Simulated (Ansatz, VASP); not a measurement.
**Two plane-wave programs on Ru**

```
Ru
1.0
     2.65200    0.00000    0.00000
    -1.32600    2.29670    0.00000
     0.00000    0.00000    4.45650
Ru
2
Cartesian
  0.0000 1.5311 1.1141
  1.3260 0.7656 3.3424
```

Alike in both runs: task single point; functional PBEsol; k mesh 18 × 18 × 10; occupations gaussian, width 0.15 eV; no spin polarisation.

|  | VASP | Ansatz |
| --- | --- | --- |
| version | VASP 6.6.1 | Ansatz 0.2.0 |
| potentials or method | VASP PAW PBE potentials, release 64 (Ru_pv) | scalar-relativistic, plane waves, PAW |
| plane-wave cutoff (eV) | 520 | 420 |
| valence electrons in the cell | 28 | 32 |

VASP gave:

* gap on the k mesh at the Fermi level (eV): none
* pressure (GPa): -5.6
* largest component of the traceless stress (GPa): 19.59

**Question.** Estimate Ansatz's values.

**Answer.** gap on the k mesh at the Fermi level (eV): none; pressure (GPa): -5.5; largest component of the traceless stress (GPa): 19.62.

A gap of «none» marks a metal or a gap that the smearing closes. The two sets of potentials don't hold the same shells in valence. Ansatz warned: «pseudo_functional_mismatch».

Caveats: the PAW data sets were made with another functional, which shifts forces and pressure a little (VASP).
